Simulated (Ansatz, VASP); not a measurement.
# AlN in VASP and in Ansatz

Contents of INCAR:

```
SYSTEM = AlN
PREC = Accurate ; ENCUT = 520
EDIFF = 1E-6 ; ISMEAR = 0
SIGMA = 0.05 ; LREAL = .False.
LASPH = .True. ; NELM = 60
ALGO = Normal ; ISIF = 2
LWAVE = .False. ; LCHARG = .False.
GGA = PE ; NBANDS = 16
```

Contents of KPOINTS:

```
Automatic mesh
0
Gamma
  9 9 6
  0 0 0
```

The input POSCAR:

```
AlN
1.0
    3.3549000000      0.0000000000      0.0000000000
   -1.6774500000      2.9054286271      0.0000000000
    0.0000000000      0.0000000000      3.6851000000
Al N
2 2
Direct
    0.3333333333      0.6666666667      0.7500000000
    0.6666666667      0.3333333333      0.2500000000
    0.3333333333      0.6666666667      0.2500000000
    0.6666666667      0.3333333333      0.7500000000
```

Input for Ansatz:

```yaml
crystal:
  lattice:
    - [3.3549, 0.0, 0.0]
    - [-1.67745, 2.9054286271, 0.0]
    - [0.0, 0.0, 3.6851]
  atoms:
    - { symbol: Al, position: [0.3333333333, 0.6666666667, 0.75] }
    - { symbol: Al, position: [0.6666666667, 0.3333333333, 0.25] }
    - { symbol: "N", position: [0.3333333333, 0.6666666667, 0.25] }
    - { symbol: "N", position: [0.6666666667, 0.3333333333, 0.75] }
basis:
  ecutwfc: 520.0
kpoints:
  mp_grid: { grid: [9, 9, 6] }
hamiltonian:
  xc: pbe
  pseudopotentials: { kind: paw, azcp: { folder: soft_1 } }
scf:
  occupations: { method: gaussian, width: 0.05 }
output:
  forces: true
  stress: true
  eigenvalues: true
```

Alike in both runs: task single point; functional PBE; k mesh 9 × 9 × 6; occupations gaussian, width 0.05 eV; no spin polarisation.

|  | VASP | Ansatz |
| --- | --- | --- |
| version | VASP 6.6.1 | Ansatz 0.2.0 |
| potentials or method | VASP PAW PBE potentials, release 64 (Al, N) | scalar-relativistic, plane waves, PAW |
| plane-wave cutoff (eV) | 520 | 520 |
| valence electrons in the cell | 16 | 16 |

Ansatz gave:

| Quantity | Value |
| --- | --- |
| gap on the k mesh at the Fermi level (eV) | 4.24 |
| least direct gap on the mesh (eV) | 4.24 |

Which values does VASP return?

gap on the k mesh at the Fermi level (eV): 4.25; least direct gap on the mesh (eV): 4.25.

Caveats: an odd mesh through Γ misses points on the zone boundary, where band edges often lie. As with any semilocal functional, this PBE gap is likely too small.
